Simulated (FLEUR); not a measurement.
Runs of FLEUR MaX-R8.1 (later development tree) on BN. The structure is hexagonal, space group P6_3mc (No. 186). The conventional cell has a = 2.554 Å, b = 2.554 Å, c = 4.227 Å, α = 90.00°, β = 90.00°, γ = 120.00°. N (site symmetry 3m) is surrounded by 4 B at 1.57 to 1.58 Å. B (site symmetry 3m) has 4 N at 1.57 to 1.58 Å as nearest neighbours. Measurements of this composition are mostly on another form, of space group No. 194.

| task | level | gmax | muffin-tin radii | max iterations | mixing factor | mixer | kmax | gap on the mesh (eV) | V0 of scaled cells (Å³/atom) | B0 (GPa) |
| --- | --- | --- | --- | --- | --- | --- | --- | --- | --- | --- |
| single point | PBE | 16.8 1/bohr | N 1.33, B 1.33 bohr | 60 | 0.05 | Anderson | 5.41 1/bohr | (b) | - | - |
| single point | PBEsol | 16.8 1/bohr | N 1.33, B 1.33 bohr | 60 | 0.05 | Anderson | 5.41 1/bohr | 4.97 | - | - |
| equation of state | PBEsol | 16.8 1/bohr | N 1.33, B 1.33 bohr | - | - | - | 5.41 1/bohr | - | 5.88 | 385 |
| band structure | PBEsol | 16.3 1/bohr | N 1.37, B 1.37 bohr | 60 | 0.05 | Anderson | 5.26 1/bohr | 4.97 | - | - |
| equation of state | PBE | 16.8 1/bohr | N 1.33, B 1.33 bohr | - | - | - | 5.41 1/bohr | - | (a) | 372 |

Alike in all rows: potentials or basis all-electron, FLAPW; no spin polarisation; cell as given; k mesh 12 × 12 × 6; smearing fermi-dirac 0.05 eV.

Estimate the missing entries.

(a) 5.97; (b) 5.20.

Caveats: the cell was scaled at fixed shape and fractional positions, which overstates the stiffness of a crystal with free parameters, most of all of layers and chains (some runs).

A k mesh can miss the band edges.

Not every run made on this cell is shown here.
